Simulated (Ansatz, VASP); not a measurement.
## Be in VASP and in Ansatz

```
CELL_PARAMETERS angstrom
2.29950 0.00000 0.00000
0.00000 3.60090 0.00000
0.00000 0.00000 31.28475
ATOMIC_POSITIONS crystal
Be 0.00000 0.25000 0.31964
Be 0.00000 0.75000 0.36208
Be 0.50000 0.25000 0.38330
Be 0.50000 0.75000 0.42574
Be 0.00000 0.25000 0.44695
Be 0.00000 0.75000 0.48939
Be 0.50000 0.25000 0.50919
Be 0.50000 0.75000 0.55170
Be 0.00000 0.25000 0.57082
Be 0.00000 0.75000 0.61501
Be 0.50000 0.25000 0.63395
Be 0.50000 0.75000 0.67368
```

Alike in both runs: functional PBEsol; k mesh 11 × 7 × 1; occupations gaussian, width 0.1 eV; no spin polarisation.

Ansatz relaxed the structure, and its values are those at the end. VASP's run is a single point on that final structure, the one shown.

|  | VASP | Ansatz |
| --- | --- | --- |
| version | VASP 6.6.1 | Ansatz 0.2.0 |
| potentials or method | VASP PAW PBE potentials, release 64 (Be) | scalar-relativistic, plane waves, PAW |
| plane-wave cutoff (eV) | 520 | 420 |
| valence electrons in the cell | 24 | 24 |

|  | VASP | Ansatz | Ansatz less VASP |
| --- | --- | --- | --- |
| gap on the k mesh at the Fermi level (eV) | none | none | - |
| rms of the force components (eV/Å) | 0.125 | 0.127 | +0.0018 |
| work function, face that differs most (eV) | 4.83 | 4.83 | -0.004 |

A gap of «none» marks a metal or a gap that the smearing closes. The functional is the same, so the differences come from potentials, cutoffs and numerics.

Caveats: the PAW data sets were made with another functional, which shifts forces and pressure a little (VASP).
